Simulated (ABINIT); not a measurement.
A run of ABINIT 10.8.3 (patched build):

File run.abi:

```
# Pseudopotentials
pp_dirpath "./"
pseudos "Zn.upf, S.upf"

# Structure
acell 7.2017462609 7.2017462609 11.7805526609
rprim
     1.0000000000     0.0000000000     0.0000000000
    -0.5000000000     0.8660254038     0.0000000000
     0.0000000000     0.0000000000     1.0000000000
ntypat 2
znucl 30 16
natom 4
typat 1 1 2 2
xred
     0.6666666667     0.3333333333     0.5000000000
     0.3333333333     0.6666666667     0.0000000000
     0.6666666667     0.3333333333     0.8850000000
     0.3333333333     0.6666666667     0.3850000000

# Plane-wave basis
ecut 30.0

# k points
kptopt 1
ngkpt 6 6 4
nshiftk 1
shiftk 0.0 0.0 0.0

# Exchange and correlation
ixc 7

# Bands and occupations
nband 32
occopt 3
tsmear 0.00183747

# SCF cycle
nstep 100
tolvrs 1.0e-10

# Output
iomode 3
prtwf 0
prtden 0
prteig 0
prtebands 0
prtvol 2
```

Potentials or basis: PseudoDojo NC SR LDA v0.4.1 standard.

Launch:

```bash
$ abinit run.abi > log 2>&1
```

Hardware: 1 thread of Arm Neoverse V1, with other jobs on the host.

Task: Estimate the wall time of this run.

Result: It took 2.2 min on 1 thread of Arm Neoverse V1, on a shared host, peak memory 0.1 GiB. Counts: scf iterations 15, mpi ranks 1, k points 21, bands 32, plane waves 4170.
